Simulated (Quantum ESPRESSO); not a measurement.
A run of Quantum ESPRESSO 7.5:

The input pw.in:

```
&CONTROL
  calculation = 'vc-relax'
  prefix = 'pwscf'
  outdir = './tmp'
  pseudo_dir = './pseudo'
  tprnfor = .true.
  tstress = .true.
  disk_io = 'low'
  nstep = 40
  forc_conv_thr = 0.0004
  etot_conv_thr = 1d-05
/
&SYSTEM
  ibrav = 0
  A = 3.18
  nat = 4
  ntyp = 2
  ecutwfc = 84
  nbnd = 26
  occupations = 'smearing'
  smearing = 'fd'
  degauss = 0.00367493
/
&ELECTRONS
  conv_thr = 8d-10
  electron_maxstep = 120
  mixing_beta = 0.5
/
&IONS
  ion_dynamics = 'bfgs'
/
&CELL
  cell_dynamics = 'bfgs'
  press = 0
  press_conv_thr = 0.3
/
ATOMIC_SPECIES
Ga    69.7230 Ga.upf
N     14.0070 N.upf
CELL_PARAMETERS alat
   1.0000000000    0.0000000000    0.0000000000
  -0.5000000000    0.8660254038    0.0000000000
   0.0000000000    0.0000000000    1.6245283019
ATOMIC_POSITIONS alat
Ga     0.5000000000    0.2886751346    0.8122641509
Ga    -0.0000000001    0.5773502692    0.0000000000
N      0.5000000000    0.2886751346    1.4214622642
N     -0.0000000001    0.5773502692    0.6091981132
K_POINTS automatic
10 10 5 0 0 0
```

Potentials or basis: PseudoDojo 0.4.1 SR PBEsol standard.

Command:

```bash
$ OMP_NUM_THREADS=1 pw.x -in pw.in > pw.out
```

Hardware: 1 thread of Intel(R) Xeon(R) Platinum 8559C (Emerald Rapids), on a shared host.

Problem. Estimate the wall time of this run.

Solution. Run time: 4.3 min on 1 thread of Intel(R) Xeon(R) Platinum 8559C (Emerald Rapids), on a shared host, peak memory 0.13 GiB. Counts: scf iterations 46, k pools 1, bands 26, ion steps 6, k points 42, g dense 31863.
